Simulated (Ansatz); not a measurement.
Rows from a G0W0 calculation on HfS2/HfS2 (1T bilayer) (Ansatz 0.2.0; G0W0 on PBEsol, plane waves, PAW; PAW set soft_1; 6×6×1 mesh, 270 empty bands, screening to 41 eV, PAW set soft_1 files), in eV. Spin-orbit coupling is left out.

| row | Σx | Σc | Vxc | Z |
| --- | --- | --- | --- | --- |
| A | -18.72 | 2.10 | -16.51 | 0.74 |
| B | -18.04 | 2.49 | -15.34 | 0.72 |
| C | -10.73 | -3.46 | -15.04 | 0.74 |
| D | -10.88 | -4.27 | -16.14 | 0.74 |
| E | -10.29 | -3.49 | -14.60 | 0.75 |
| F | -18.73 | 2.58 | -15.93 | 0.73 |

**Question.** Which rows are filled states and which are empty ones, and how can one tell?

Filled: A, B and F. Empty: C, D and E. The sign of Σc tells: for a filled state bare exchange, which holds its interaction with itself, lies below Vxc (Σx − Vxc is -2.2 eV or lower here) and screening gives part back as a positive Σc. For an empty state Σx lies above Vxc (+4.3 eV or more) and the Coulomb hole leaves Σc negative.

[Runs of the session that timed out or met a known fault of the program may be left out.]

[Cells called generated may have been cut or substituted from an entry of the Crystallography Open Database or the Materials Project.]

[Hosts, paths, dates, database ids (printed as entryN), source tags and the programs' standing remarks are cut or masked in the printed files.]
